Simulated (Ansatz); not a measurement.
## InCuS2: pressure 30 GPa

Start from InCuS2 in the chalcopyrite structure (space group I-42d, No. 122; a = 5.577 Å, c = 11.234 Å).

The change: a hydrostatic pressure of 30 GPa.

Level of theory: PBE in Ansatz (plane waves to 420 eV, PAW, without spin-orbit coupling). Γ-centred 8×8×8 mesh, Fermi–Dirac width 0.05 eV.

| quantity | base | changed | shift |
|---|---|---|---|
| density | 4.61 g/cm³ | 5.93 g/cm³ | +1.32 g/cm³ |
| c/a ratio | 2.014 | 2.094 | +0.0795 |
| shortest interatomic distance | 2.328 Å | 2.122 Å | -0.206 Å |
| band gap | zero | 0.63 eV | – |
| electron mass | – | 0.13 mₑ along c, 0.093 mₑ across (at Γ) | – |
| valence-band top at Γ (three highest levels, from the VBM) | – | 0.00, 0.00, -0.19 eV | – |

Load acts through the strain it causes; cell and atoms are relaxed under it. Effective masses come from finite differences of ±0.01 Å⁻¹. No phonon test of stability was made. Competing high-pressure phases were not computed. All final runs are without spin polarisation. Gaps under 0.05 eV, about the width of the smearing, are given as zero. A zero or small gap of InCuS2 can be the functional's error rather than a property of the material.

Ansatz is a program for electronic structure.
